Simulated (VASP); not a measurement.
# TiS2 (P-3m1) in VASP: single point with PBE

Aim: the single point of TiS2 with PBE.

Program: VASP 6.6.1. These are calculated values, not measurements. Logs are shortened: lines on timing, memory, paths and dates and some standing lists are left out, and cuts for length are marked.

## 1. The structure

Symmetry: P-3m1, No. 164, trigonal system. Conventional cell: a = 3.412 Å, b = 3.412 Å, c = 5.695 Å, α = 90.00°, β = 90.00°, γ = 120.00°. Around Ti (site symmetry -3m) lie 6 S at 2.43 Å. S (site symmetry 3m) has 3 Ti at 2.43 Å as nearest neighbours.

## 2. Single point, PBE

INCAR reads:

```
SYSTEM = TiS2
PREC = Accurate
ENCUT = 520
EDIFF = 1E-7
ISMEAR = -1
SIGMA = 0.05
LREAL = .FALSE.
LASPH = .TRUE.
NELM = 100
ALGO = Fast
ISIF = 2
LWAVE = .FALSE.
LCHARG = .TRUE.
GGA = PE
LELF = .TRUE.
LVHAR = .TRUE.
NBANDS = 19
```

KPOINTS reads:

```
Automatic mesh
0
G
  14 14 7
  0 0 0
```

POSCAR reads:

```
TiS2
1.0
    3.4120005726      0.0000000000      0.0000000000
   -1.7060002863      2.9548791736      0.0000000000
    0.0000000000      0.0000000000      5.6950000000
Ti S
1 2
Direct
    0.0000000000      0.0000000000      0.0000000000
    0.3333333333      0.6666666667      0.2500000000
    0.6666666667      0.3333333333      0.7500000000
```

Potentials or basis: VASP PAW PBE potentials, release 64 (Ti_sv, S).

Command:

```console
$ cat potpaw_PBE.64/Ti_sv/POTCAR potpaw_PBE.64/S/POTCAR > POTCAR
$ mpirun -np 1 vasp_std > vasp.out
```

OUTCAR:

```text
SYSTEM = TiS2
   PREC = Accurate
   ENCUT = 520
   EDIFF = 1E-7
   ISMEAR = -1
   LREAL = .FALSE.
   LASPH = .TRUE.
   NELM = 100
   ISIF = 2
   GGA = PE

 ion  position               nearest neighbor table
   1  0.000  0.000  0.000-   2 2.43   3 2.43   3 2.43   2 2.43   3 2.43   2 2.43
   2  0.333  0.667  0.250-   1 2.43   1 2.43   1 2.43
   3  0.667  0.333  0.750-   1 2.43   1 2.43   1 2.43

  LATTYP: Found a hexagonal cell.
 ALAT       =     3.4120005726
 C/A-ratio  =     1.6691087469

  Lattice vectors:

 A1 = (   3.4120005726,   0.0000000000,   0.0000000000)
 A2 = (  -1.7060002863,   2.9548791736,   0.0000000000)
 A3 = (   0.0000000000,   0.0000000000,   5.6950000000)

Analysis of symmetry for initial positions (statically):
=====================================================================
 Subroutine PRICEL returns:
 Original cell was already a primitive cell.

 Routine SETGRP: Setting up the symmetry group for a
 hexagonal supercell.

 Subroutine GETGRP returns: Found 12 space group operations
 (whereof 12 operations were pure point group operations)
 out of a pool of 24 trial point group operations.

The static configuration has the point symmetry D_3d.

Analysis of symmetry for dynamics (positions and initial velocities):
=====================================================================
 Subroutine PRICEL returns:
 Original cell was already a primitive cell.

 Routine SETGRP: Setting up the symmetry group for a
 hexagonal supercell.

 Subroutine GETGRP returns: Found 12 space group operations
 (whereof 12 operations were pure point group operations)
 out of a pool of 24 trial point group operations.

The dynamic configuration has the point symmetry D_3d.

 Subroutine INISYM returns: Found 12 space group operations
 (whereof 12 operations are pure point group operations),
 and found     1 'primitive' translations

----------------------------------------------------------------------------------------

                                     Primitive cell

  volume of cell :      57.4173

  direct lattice vectors                    reciprocal lattice vectors
     3.412000573  0.000000000  0.000000000     0.293083186  0.169211657  0.000000000
    -1.706000286  2.954879174  0.000000000     0.000000000  0.338423313  0.000000000
     0.000000000  0.000000000  5.695000000     0.000000000  0.000000000  0.175592625

[... 84 lines left out ...]
   NELM   =    100;   NELMIN=  2; NELMDL= -5     # of ELM steps
   EDIFF  = 0.1E-06   stopping-criterion for ELM
   LREAL  =      F    real-space projection
   EDIFFG = 0.1E-05   stopping-criterion for IOM
   NSW    =      0    number of steps for IOM
   IBRION =     -1    ionic relax: 0-MD 1-quasi-New 2-CG
   NFREE  =      0    steps in history (QN), initial steepest desc. (CG)
   ISIF   =      2    stress and relaxation
   ISYM   =      2    0-nonsym 1-usesym 2-fastsym
   POTIM  = 0.5000    time-step for ionic-motion
   TEBEG  =    0.0;   TEEND  =   0.0 temperature during run
   PSTRESS=    0.0 pullay stress
   NELECT =      24.0000    total number of electrons
   NUPDOWN=      -1.0000    fix difference up-down
   EMIN   =  10.00;   EMAX   =-10.00  energy-range for DOS
   EFERMI =   0.00;   METHOD = LEGACY
   ISMEAR =    -1;   SIGMA  =   0.05  broadening in eV -4-tet -1-fermi 0-gaus
   EFERMI_NEDOS =   21; number of points for ismear=-14 and -15
   IALGO  =     68    algorithm
   IMIX   =      4    mixing-type and parameters
     AMIX     =   0.40;   BMIX     =  1.00
     AMIX_MAG =   1.60;   BMIX_MAG =  1.00
  volume/ion in A,a.u.               =      19.14       129.16
  Fermi-wavevector in a.u.,A,eV,Ry     =   1.224046  2.313111 20.385453  1.498289
  Thomas-Fermi vector in A             =   2.359135
   LORBIT       =      0    0 simple, 1 ext, 2 COOP (PROOUT), +10 PAW based schemes
   GGA     = PE    functional components
   LHFCALC =     F    Hartree Fock is set to
   AEXX    =    0.0000 exact exchange contribution
   IVDW    =     0    specifies the selected vdW correction
   LEPSILON=     F    determine dielectric tensor
   LRPA    =     F    only Hartree local field effects (RPA)
 non-spin polarized calculation
 RMM-DIIS sequential band-by-band and
  energy-cutoff  :      520.00
  volume of cell :       57.42
 maximum number of plane-waves:      1572
 NGX is ok and might be reduce to    28
   NGX = 13   NGY = 13   NGZ = 21

 number of electron      23.9999999 magnetization

 Free energy of the ion-electron system (eV)
  ---------------------------------------------------
  ext. energy  EPLUGINS =         0.00000000
  ---------------------------------------------------
  free energy    TOTEN  =       -19.93067659 eV

  energy without entropy =      -19.92734763  energy(sigma->0) =      -19.92901211

 E-fermi :   5.4160     XC(G=0): -10.0956

 val. band max:        5.4147731167   @ k =   0.0000   0.4286   0.4286
 cond. band min:       5.4673602180   @ k =   0.0000   0.0000   0.1429
 fundamental gap:      0.0525871012
 Fermi energy:         5.4160325755

 k-point     1 :       0.0000    0.0000    0.0000
  band No.  band energies     occupation
      1     -52.2382      2.00000
      2     -28.4601      2.00000
      3     -28.4163      2.00000
      4     -28.4163      2.00000
      5      -8.3120      2.00000
      6      -6.6362      2.00000
[... 505 lines left out ...]
      6      -6.4336      2.00000
[... 11 lines left out ...]
     18      12.0741      0.00000
     19      14.7464      0.00000

 [... further k-points ...]

------------------------ aborting loop because EDIFF is reached ----------------------------------------

  FORCE on cell =-STRESS in cart. coord.  units (eV):
  Direction    XX          YY          ZZ          XY          YZ          ZX
  --------------------------------------------------------------------------------------
  -------------------------------------------------------------------------------------
  Total        0.0062173      0.0062173      0.3606929      0.0000000     -0.0000000      0.0000000
  in kB        0.1734878      0.1734878     10.0648099      0.0000000     -0.0000000      0.0000000
  external PRESSURE =       3.4705952 kB  Pullay stress =       0.0000000 kB

 VOLUME and BASIS-vectors are now :
 -----------------------------------------------------------------------------
  energy-cutoff  :      520.00
  volume of cell :       57.42
      direct lattice vectors                 reciprocal lattice vectors
     3.412000573  0.000000000  0.000000000     0.293083186  0.169211657  0.000000000
    -1.706000286  2.954879174  0.000000000     0.000000000  0.338423313  0.000000000
     0.000000000  0.000000000  5.695000000     0.000000000  0.000000000  0.175592625

 POSITION                                       TOTAL-FORCE (eV/Angst)
 -----------------------------------------------------------------------------------
      0.00000      0.00000      0.00000        -0.000000      0.000000      0.000000
     -0.00000      1.96992      1.42375         0.000000      0.000000     -0.136848
      1.70600      0.98496      4.27125        -0.000000      0.000000      0.136848
 -----------------------------------------------------------------------------------
    total drift:                               -0.000000     -0.000000     -0.000000

  FREE ENERGIE OF THE ION-ELECTRON SYSTEM (eV)
  ---------------------------------------------------
  free  energy   TOTEN  =       -19.9306765930 eV

  energy  without entropy=      -19.9273476332  energy(sigma->0) =      -19.92901211
```

OSZICAR:

```text
N       E                     dE             d eps       ncg     rms          rms(c)
DAV:   1     0.211040276077E+03    0.21104E+03   -0.11628E+04  5472   0.127E+03
DAV:   2    -0.268141421097E+01   -0.21372E+03   -0.20630E+03  5771   0.337E+02
DAV:   3    -0.229216472845E+02   -0.20240E+02   -0.19678E+02  7513   0.997E+01
[... 19 lines left out ...]
RMM:  23    -0.199306760870E+02   -0.15145E-06   -0.56085E-06  8610   0.154E-02    0.180E-03
RMM:  24    -0.199306763225E+02   -0.23553E-06   -0.30465E-06  8139   0.882E-03    0.917E-04
RMM:  25    -0.199306764586E+02   -0.13608E-06   -0.15097E-06  6469   0.563E-03    0.132E-03
RMM:  26    -0.199306765487E+02   -0.90113E-07   -0.10289E-06  6359   0.444E-03    0.568E-04
RMM:  27    -0.199306765930E+02   -0.44335E-07   -0.59434E-07  5863   0.362E-03
   1 F= -.19930677E+02 E0= -.19929012E+02  d E =-.332896E-02
```

Wall time 6.5 min (1 thread of Intel Xeon Platinum 8488C (Sapphire Rapids), shared host); peak memory 0.28 GiB.

Results:

- Free energy: -19.9307 eV
- Pressure: 0.3 GPa
- Largest force: 0.137 eV/Å
- Band gap on the k mesh: none (metal or under the smearing width)

Forces on the atoms (eV/Å):
```
Ti   0.000  0.000  0.000
S    0.000  0.000 -0.137
S    0.000  0.000  0.137
```

Levels at points of the mesh, in eV from the Fermi level:
```tsv
k point	band 9	band 10	band 11	band 12	band 13	band 14	band 15	band 16
(0.00, 0.00, 0.00)	-2.75	-0.01	0.09	0.09	0.50	0.50	0.92	3.45
(0.50, 0.00, 0.00)	-2.89	-2.63	-2.61	-1.57	0.22	1.53	1.93	3.68
```
